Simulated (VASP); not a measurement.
# SiSe2 (Ibam) in VASP: a series of runs

Runs on SiSe2. Level: PBE. Tasks: relaxation of cell and atoms.

All numbers are computed with VASP 6.6.1; they aren't measurements. Logs are shortened: lines on timing, memory, paths and dates and some standing lists are left out, and cuts for length are marked.

**1. Starting point**

The structure is orthorhombic, space group Ibam (No. 72). The conventional cell has a = 5.998 Å, b = 9.669 Å, c = 5.851 Å, α = 90.00°, β = 90.00°, γ = 90.00°. Si (site symmetry 222) is surrounded by 4 Se at 2.27 Å. Around Se (site symmetry m) lie 2 Si at 2.27 Å.

**2. Relaxation of cell and atoms, PBE**

Contents of INCAR:

```
  PREC = Accurate
  ENCUT = 300
  EDIFF = 1E-6
  ISMEAR = 0
  SIGMA = 0.03
  LREAL = False
  LASPH = True
  NELM = 80
  ALGO = Normal
  ISIF = 3
  LWAVE = False
  LCHARG = False
  GGA = PE
  IBRION = 2
  NSW = 90
  EDIFFG = -0.01
  KPAR = 2
```

Contents of KPOINTS:

```
Automatic mesh
0
Gamma
  4 4 4
```

Contents of POSCAR:

```
SiSe2
1.0
   -2.9990000000      4.8345000000      2.9255000000
    2.9990000000     -4.8345000000      2.9255000000
    2.9990000000      4.8345000000     -2.9255000000
Si Se
2 4
Direct
    0.7500000000      0.7500000000      0.0000000000
    0.2500000000      0.2500000000      0.0000000000
    0.1234200000      0.2116300000      0.3350500000
    0.8765800000      0.7883700000      0.6649500000
    0.6234200000      0.2883700000      0.9117900000
    0.3765800000      0.7116300000      0.0882100000
```

Potentials or basis: VASP PAW PBE potentials, release 64 (Si, Se).

Started as:

```
cat potpaw_PBE.64/Si/POTCAR potpaw_PBE.64/Se/POTCAR > POTCAR
mpirun -np 2 vasp_std > vasp.out
```

OUTCAR:

```text
PREC = Accurate
   ENCUT = 300
   EDIFF = 1E-6
   ISMEAR = 0
   LREAL = False
   LASPH = True
   NELM = 80
   ISIF = 3
   GGA = PE
   IBRION = 2
   NSW = 90
   EDIFFG = -0.01

 ion  position               nearest neighbor table
   1  0.750  0.750  0.000-   3 2.27   4 2.27   5 2.27   6 2.27   2 2.93   2 2.93
   2  0.250  0.250  0.000-   3 2.27   4 2.27   5 2.27   6 2.27   1 2.93   1 2.93
   3  0.123  0.212  0.335-   1 2.27   2 2.27
   4  0.877  0.788  0.665-   1 2.27   2 2.27
   5  0.623  0.288  0.912-   1 2.27   2 2.27
   6  0.377  0.712  0.088-   1 2.27   2 2.27

  LATTYP: Found a body centered orthorhombic cell.
 ALAT       =     5.8510000000
 B/A-ratio  =     1.0251239104
 C/A-ratio  =     1.6525380277

  Lattice vectors:

 A1 = (   2.9990000000,   4.8345000000,  -2.9255000000)
 A2 = (  -2.9990000000,   4.8345000000,   2.9255000000)
 A3 = (   2.9990000000,  -4.8345000000,   2.9255000000)

Analysis of symmetry for initial positions (statically):
=====================================================================
 Subroutine PRICEL returns:
 Original cell was already a primitive cell.

 Routine SETGRP: Setting up the symmetry group for a
 body centered orthorhombic supercell.

 Subroutine GETGRP returns: Found  8 space group operations
 (whereof  4 operations were pure point group operations)
 out of a pool of  8 trial point group operations.

The static configuration has the point symmetry C_2h.
 The point group associated with its full space group is D_2h.

Analysis of symmetry for dynamics (positions and initial velocities):
=====================================================================
 Subroutine PRICEL returns:
 Original cell was already a primitive cell.

 Routine SETGRP: Setting up the symmetry group for a
 body centered orthorhombic supercell.

 Subroutine GETGRP returns: Found  8 space group operations
 (whereof  4 operations were pure point group operations)
 out of a pool of  8 trial point group operations.

The dynamic configuration has the point symmetry C_2h.
 The point group associated with its full space group is D_2h.

 Subroutine INISYM returns: Found  8 space group operations
 (whereof  4 operations are pure point group operations),
 and found     1 'primitive' translations

----------------------------------------------------------------------------------------

                                     Primitive cell

  volume of cell :     169.6634

  direct lattice vectors                    reciprocal lattice vectors
    -2.999000000  4.834500000  2.925500000     0.000000000  0.103423312  0.170910955
     2.999000000 -4.834500000  2.925500000     0.166722241  0.000000000  0.170910955
     2.999000000  4.834500000 -2.925500000     0.166722241  0.103423312  0.000000000

  length of vectors
     6.397260468  6.397260468  6.397260468     0.199767205  0.238761094  0.196195532

  position of ions in fractional coordinates (direct lattice)
     0.750000000  0.750000000  0.000000000
     0.250000000  0.250000000  0.000000000
     0.123420000  0.211630000  0.335050000
     0.876580000  0.788370000  0.664950000
     0.623420000  0.288370000  0.911790000
     0.376580000  0.711630000  0.088210000

  ion indices of the primitive-cell ions
   primitive index   ion index
                 1           1
                 2           2
                 3           3
                 4           4
                 5           5
                 6           6

----------------------------------------------------------------------------------------

 KPOINTS: Automatic mesh

Automatic generation of k-mesh.
 Grid dimensions read from file:
 generate k-points for:    4    4    4

 Generating k-lattice:

  Cartesian coordinates                     Fractional coordinates (reciprocal lattice)
     0.000000000  0.025855828  0.042727739     0.250000000 -0.000000000  0.000000000
     0.041680560  0.000000000  0.042727739    -0.000000000  0.250000000  0.000000000
     0.041680560  0.025855828  0.000000000     0.000000000  0.000000000  0.250000000

  Length of vectors
     0.049941801  0.059690274  0.049048883

  Shift w.r.t. Gamma in fractional coordinates (k-lattice)
     0.000000000  0.000000000  0.000000000

 Subroutine IBZKPT returns following result:
 ===========================================

 Found     18 irreducible k-points:

 Following reciprocal coordinates:
            Coordinates               Weight
  0.000000  0.000000  0.000000      1.000000
  0.250000 -0.000000  0.000000      4.000000
  0.500000 -0.000000  0.000000      2.000000
 -0.000000  0.250000  0.000000      4.000000
  0.250000  0.250000  0.000000      8.000000
  0.500000  0.250000  0.000000      8.000000
[... 10 lines left out ...]
 -0.250000 -0.250000  0.250000      2.000000
  0.500000  0.500000  0.500000      1.000000
   k-points           NKPTS =     18   k-points in BZ     NKDIM =     18   number of bands    NBANDS=     20
   number of dos      NEDOS =    301   number of ions     NIONS =      6
   total plane-waves  NPLWV =  46656
   dimension x,y,z NGX =    36 NGY =   36 NGZ =   36
   dimension x,y,z NGXF=    72 NGYF=   72 NGZF=   72
   ions per type =               2   4
   NGX,Y,Z   is equivalent  to a cutoff of   9.36,  9.36,  9.36 a.u.
   NGXF,Y,Z  is equivalent  to a cutoff of  18.71, 18.71, 18.71 a.u.
 SYSTEM =  unknown system
   PREC   = accura    normal or accurate (medium, high low for compatibility)
   ISTART =      0    job   : 0-new  1-cont  2-samecut
   ICHARG =      2    charge: 1-file 2-atom 10-const
   ISPIN  =      1    spin polarized calculation?
   LNONCOLLINEAR =      F non collinear calculations
   LSORBIT =      F    spin-orbit coupling
   LASPH  =      T    aspherical Exc in radial PAW
   ENCUT  =  300.0 eV  22.05 Ry    4.70 a.u.   9.03  9.03  9.03*2*pi/ulx,y,z
   NELM   =     80;   NELMIN=  2; NELMDL= -5     # of ELM steps
   EDIFF  = 0.1E-05   stopping-criterion for ELM
   LREAL  =      F    real-space projection
   EDIFFG = -.1E-01   stopping-criterion for IOM
   NSW    =     90    number of steps for IOM
   IBRION =      2    ionic relax: 0-MD 1-quasi-New 2-CG
   NFREE  =      1    steps in history (QN), initial steepest desc. (CG)
   ISIF   =      3    stress and relaxation
   ISYM   =      2    0-nonsym 1-usesym 2-fastsym
   POTIM  = 0.5000    time-step for ionic-motion
   TEBEG  =    0.0;   TEEND  =   0.0 temperature during run
   PSTRESS=    0.0 pullay stress
   NELECT =      32.0000    total number of electrons
   NUPDOWN=      -1.0000    fix difference up-down
   EMIN   =  10.00;   EMAX   =-10.00  energy-range for DOS
   EFERMI =   0.00;   METHOD = LEGACY
   ISMEAR =     0;   SIGMA  =   0.03  broadening in eV -4-tet -1-fermi 0-gaus
   EFERMI_NEDOS =   21; number of points for ismear=-14 and -15
   IALGO  =     38    algorithm
   IMIX   =      4    mixing-type and parameters
     AMIX     =   0.40;   BMIX     =  1.00
     AMIX_MAG =   1.60;   BMIX_MAG =  1.00
  volume/ion in A,a.u.               =      28.28       190.82
  Fermi-wavevector in a.u.,A,eV,Ry     =   0.938848  1.774166 11.992668  0.881436
  Thomas-Fermi vector in A             =   2.066101
   LORBIT       =      0    0 simple, 1 ext, 2 COOP (PROOUT), +10 PAW based schemes
   GGA     = PE    functional components
   LHFCALC =     F    Hartree Fock is set to
   AEXX    =    0.0000 exact exchange contribution
   IVDW    =     0    specifies the selected vdW correction
   LEPSILON=     F    determine dielectric tensor
   LRPA    =     F    only Hartree local field effects (RPA)
 conjugate gradient relaxation of ions
 non-spin polarized calculation
 Gauss-broadening in eV      SIGMA  =   0.03
  energy-cutoff  :      300.00
  volume of cell :      169.66
 maximum number of plane-waves:      2030
   NGX = 19   NGY = 19   NGZ = 19

--------------------------------------- Ionic step        1  -------------------------------------------

 number of electron      32.0000001 magnetization

 Free energy of the ion-electron system (eV)
  ---------------------------------------------------
  ext. energy  EPLUGINS =         0.00000000
  ---------------------------------------------------
  free energy    TOTEN  =       -27.41886090 eV

  energy without entropy =      -27.41886090  energy(sigma->0) =      -27.41886090

------------------------ aborting loop because EDIFF is reached ----------------------------------------

  FORCE on cell =-STRESS in cart. coord.  units (eV):
  Direction    XX          YY          ZZ          XY          YZ          ZX
  --------------------------------------------------------------------------------------
  -------------------------------------------------------------------------------------
  Total        3.0554808      2.8538069      3.0851572      0.0000000      0.0000000      0.0000000
  in kB       28.8537332     26.9492719     29.1339762      0.0000000      0.0000000      0.0000000
  external PRESSURE =      28.3123271 kB  Pullay stress =       0.0000000 kB
[... 101 lines left out ...]
  FREE ENERGIE OF THE ION-ELECTRON SYSTEM (eV)
  ---------------------------------------------------
  free  energy   TOTEN  =       -27.4808442161 eV

  energy  without entropy=      -27.4808442161  energy(sigma->0) =      -27.48084422

[... ionic steps 4 to 18 ...]

--------------------------------------- Ionic step       19  -------------------------------------------

 number of electron      32.0000003 magnetization

------------------------ aborting loop because EDIFF is reached ----------------------------------------

  FORCE on cell =-STRESS in cart. coord.  units (eV):
  Direction    XX          YY          ZZ          XY          YZ          ZX
  --------------------------------------------------------------------------------------
  -------------------------------------------------------------------------------------
  Total        0.0057492     -0.0314586      0.0684086      0.0000000      0.0000000      0.0000000
  in kB        0.0452293     -0.2474847      0.5381695      0.0000000      0.0000000      0.0000000
  external PRESSURE =       0.1119714 kB  Pullay stress =       0.0000000 kB
[... 65 lines left out ...]
  energy  without entropy=      -27.5431899112  energy(sigma->0) =      -27.54318991

--------------------------------------- Ionic step       21  -------------------------------------------

 number of electron      32.0000003 magnetization

 Free energy of the ion-electron system (eV)
  ---------------------------------------------------
  ext. energy  EPLUGINS =         0.00000000
  ---------------------------------------------------
  free energy    TOTEN  =       -27.54323186 eV

  energy without entropy =      -27.54323186  energy(sigma->0) =      -27.54323186

 E-fermi :   0.6716     XC(G=0):  -7.3170

 val. band max:        0.5011409808   @ k =  -0.2500   0.2500   0.2500
 cond. band min:       2.6098645933   @ k =   0.5000   0.5000   0.5000
 fundamental gap:      2.1087236125
 Fermi energy:         0.6716169287

 k-point     1 :       0.0000    0.0000    0.0000
  band No.  band energies     occupation
      1     -13.5973      2.00000
      2     -11.9813      2.00000
      3     -11.6374      2.00000
      4     -11.5663      2.00000
      5      -6.9817      2.00000
      6      -5.6885      2.00000
[... 12 lines left out ...]
     19       3.8270      0.00000
[... 423 lines left out ...]
  FREE ENERGIE OF THE ION-ELECTRON SYSTEM (eV)
  ---------------------------------------------------
  free  energy   TOTEN  =       -27.5432318598 eV

  energy  without entropy=      -27.5432318598  energy(sigma->0) =      -27.54323186

 reached required accuracy - stopping structural energy minimisation
```

Run time: 3.3 min. Hardware: 2 MPI ranks of AMD EPYC 7R13 (Zen 3), shared host; peak memory 0.2 GiB.

What came out:

| Quantity | Value |
| --- | --- |
| Free energy | -27.5432 eV |
| Relaxed volume | 33.94 Å³/atom |
| Relaxed cell | a = 6.904 Å, b = 6.904 Å, c = 6.904 Å, α = 124.53°, β = 78.60°, γ = 129.11° |
| Space group after relaxing (to 0.05 Å) | Ibam (No. 72) |
| Energy gained by relaxing | 20.7 meV/atom |
| Ionic steps | 21 |
| Pressure after relaxing | 0.0 GPa |
| Largest force after relaxing | 0.008 eV/Å |
| Band gap on the k mesh | 2.11 eV, indirect (least direct gap 2.19 eV) |

Forces in eV/Å, atoms in the order of the input:
```
Si   0.000  0.000  0.000
Si   0.000  0.000  0.000
Se   0.008  0.003  0.000
Se  -0.008 -0.003  0.000
Se  -0.008  0.003  0.000
Se   0.008 -0.003  0.000
```

The path:
```tsv
step	energy change (eV)	largest force (eV/Å)	pressure (GPa)	volume (Å³)
1	0.0000	0.4970	2.83	169.66
2	0.0039	0.7779	-2.13	182.23
3	-0.0620	0.1695	0.19	175.65
4	-0.0691	0.1612	0.17	176.87
5	-0.0871	0.1339	0.15	180.56
6	-0.1103	0.0708	0.17	188.04
7	-0.1170	0.1176	0.48	203.41
8	-0.1195	0.0768	-0.21	208.20
9	-0.1202	0.0334	0.00	206.67
10	-0.1214	0.0285	0.01	206.48
11	-0.1224	0.0500	0.03	206.11
12	-0.1228	0.0209	-0.09	206.22
13	-0.1228	0.0192	-0.13	206.26
14	-0.1230	0.0178	-0.12	206.06
15	-0.1236	0.0140	-0.11	205.46
16	-0.1242	0.0160	-0.08	204.26
17	-0.1242	0.0183	-0.07	203.94
18	-0.1243	0.0260	0.05	203.48
19	-0.1243	0.0091	0.01	203.66
20	-0.1243	0.0081	0.01	203.67
21	-0.1244	0.0084	-0.01	203.64
```

Final structure:
```
CELL_PARAMETERS angstrom
-3.21281 5.34256 2.96600
3.21281 -5.34256 2.96600
3.21281 5.34256 -2.96600
ATOMIC_POSITIONS crystal
Si 0.75000 0.75000 0.00000
Si 0.25000 0.25000 0.00000
Se 0.11543 0.19607 0.31150
Se 0.88457 0.80393 0.68850
Se 0.61543 0.30393 0.91936
Se 0.38457 0.69607 0.08064
```

Caveat: the cutoff is under 1.25 times the usual one of these potentials, so pressure, stress and relaxed cells hold a basis-set (Pulay) error; the volume moved by over 15 % at a fixed basis, so the end points are rough; the volume moved by +20 % from the deposited cell, more than functionals usually miss. PBE usually gives volumes a little too large and moduli too small.

**3. Relaxation of cell and atoms, PBE**

This run uses another cell than the first one, of 33.94 Å³/atom, 1.200 times its volume.

INCAR, as its differences from that of step 2:

```diff
@@ -2,3 +2,3 @@
   ENCUT = 300
-  EDIFF = 1E-6
+  EDIFF = 1E-7
   ISMEAR = 0
@@ -15,3 +15,3 @@
   NSW = 90
-  EDIFFG = -0.01
+  EDIFFG = -0.005
   KPAR = 2
```

KPOINTS is that of step 2.

Contents of POSCAR:

```
SiSe2                                   
1.0
   -3.2128112132      5.3425606998      2.9660020968
    3.2128112132     -5.3425606998      2.9660020968
    3.2128112132      5.3425606998     -2.9660020968
  Si              Se            
     2     4
Direct
     0.7500000000000000    0.7500000000000000    0.0000000000000000
     0.2500000000000000    0.2500000000000000    0.0000000000000000
     0.1154287375847785    0.1960736793277248    0.3115024169125031
     0.8845712624152215    0.8039263206722752    0.6884975830874969
     0.6154287375847785    0.3039263206722754    0.9193550582570538
     0.3845712624152215    0.6960736793277248    0.0806449417429462
```

Potentials or basis: VASP PAW PBE potentials, release 64 (Si, Se).

Started as:

```
cat potpaw_PBE.64/Si/POTCAR potpaw_PBE.64/Se/POTCAR > POTCAR
mpirun -np 2 vasp_std > vasp.out
```

OUTCAR:

```text
PREC = Accurate
   ENCUT = 300
   EDIFF = 1E-7
   ISMEAR = 0
   LREAL = False
   LASPH = True
   NELM = 80
   ISIF = 3
   GGA = PE
   IBRION = 2
   NSW = 90
   EDIFFG = -0.005

 ion  position               nearest neighbor table
   1  0.750  0.750  0.000-   3 2.30   4 2.30   5 2.30   6 2.30   2 2.97   2 2.97
   2  0.250  0.250  0.000-   4 2.30   3 2.30   5 2.30   6 2.30   1 2.97   1 2.97
   3  0.115  0.196  0.312-   1 2.30   2 2.30
   4  0.885  0.804  0.688-   2 2.30   1 2.30
   5  0.615  0.304  0.919-   1 2.30   2 2.30
   6  0.385  0.696  0.081-   1 2.30   2 2.30

  LATTYP: Found a body centered orthorhombic cell.
 ALAT       =     5.9320041936
 B/A-ratio  =     1.0832127249
 C/A-ratio  =     1.8012666632

  Lattice vectors:

 A1 = (   3.2128112132,   5.3425606998,  -2.9660020968)
[... 297 lines left out ...]
  free  energy   TOTEN  =       -27.5721615634 eV

  energy  without entropy=      -27.5721615634  energy(sigma->0) =      -27.57216156

[... ionic steps 4 to 8 ...]

--------------------------------------- Ionic step        9  -------------------------------------------

 number of electron      31.9999997 magnetization

------------------------ aborting loop because EDIFF is reached ----------------------------------------
[... 75 lines left out ...]
--------------------------------------- Ionic step       11  -------------------------------------------

 number of electron      31.9999997 magnetization

 Free energy of the ion-electron system (eV)
  ---------------------------------------------------
  ext. energy  EPLUGINS =         0.00000000
  ---------------------------------------------------
  free energy    TOTEN  =       -27.57351265 eV

  energy without entropy =      -27.57351265  energy(sigma->0) =      -27.57351265

 E-fermi :   0.4887     XC(G=0):  -7.2003

 val. band max:        0.3461013723   @ k =  -0.2500   0.2500   0.2500
 cond. band min:       2.5116892619   @ k =   0.5000   0.5000   0.5000
 fundamental gap:      2.1655878896
 Fermi energy:         0.4886778261

 k-point     1 :       0.0000    0.0000    0.0000
  band No.  band energies     occupation
      1     -13.7365      2.00000
      2     -12.1292      2.00000
      3     -11.7888      2.00000
      4     -11.7252      2.00000
      5      -7.1326      2.00000
      6      -5.8234      2.00000
[... 436 lines left out ...]
  FREE ENERGIE OF THE ION-ELECTRON SYSTEM (eV)
  ---------------------------------------------------
  free  energy   TOTEN  =       -27.5735126514 eV

  energy  without entropy=      -27.5735126514  energy(sigma->0) =      -27.57351265

 reached required accuracy - stopping structural energy minimisation
```

It took 2.6 min on 2 MPI ranks of AMD EPYC 7R13 (Zen 3), shared host; peak memory 0.22 GiB.

What came out:

- Free energy: -27.5735 eV
- Relaxed volume: 34.78 Å³/atom
- Relaxed cell: a = 6.981 Å, b = 6.981 Å, c = 6.981 Å, α = 124.63°, β = 78.04°, γ = 129.71°
- Space group after relaxing (to 0.05 Å): Ibam (No. 72)
- Energy gained by relaxing: 0.2 meV/atom
- Ionic steps: 11
- Pressure after relaxing: 0.0 GPa
- Largest force after relaxing: 0.005 eV/Å
- Band gap on the k mesh: 2.17 eV, indirect (least direct gap 2.25 eV)

Forces on the atoms (eV/Å):
```
Si   0.000  0.000  0.000
Si   0.000  0.000  0.000
Se  -0.004 -0.002  0.000
Se   0.004  0.002  0.000
Se   0.004 -0.002  0.000
Se  -0.004  0.002  0.000
```

The path:
| step | energy change (eV) | largest force (eV/Å) | pressure (GPa) | volume (Å³) |
| --- | --- | --- | --- | --- |
| 1 | 0.0000 | 0.0050 | 0.05 | 203.64 |
| 2 | -0.0001 | 0.0211 | 0.00 | 203.93 |
| 3 | -0.0001 | 0.0354 | -0.04 | 204.18 |
| 4 | -0.0001 | 0.0298 | -0.03 | 204.08 |
| 5 | -0.0001 | 0.0292 | -0.02 | 204.16 |
| 6 | -0.0003 | 0.0280 | -0.01 | 204.39 |
| 7 | -0.0005 | 0.0250 | 0.00 | 204.84 |
| 8 | -0.0007 | 0.0192 | 0.04 | 205.75 |
| 9 | -0.0008 | 0.0179 | 0.04 | 206.05 |
| 10 | -0.0011 | 0.0135 | 0.02 | 206.93 |
| 11 | -0.0014 | 0.0047 | 0.00 | 208.70 |

Final structure:
```xyz
6
Lattice="-3.2435 5.4235 2.9660 3.2435 -5.4235 2.9660 3.2435 5.4235 -2.9660" Properties=species:S:1:pos:R:3 pbc="T T T"
Si    3.2435    5.4235    1.4830
Si    3.2435    5.4235   -1.4830
Se    1.2601    1.2333    0.0000
Se    1.9835    4.1902    2.9660
Se    1.9835    6.6568    0.0000
Se    1.2601   -1.2333    2.9660
```

Caveat: the cutoff is under 1.25 times the usual one of these potentials, so pressure, stress and relaxed cells hold a basis-set (Pulay) error. PBE usually gives volumes a little too large and moduli too small.
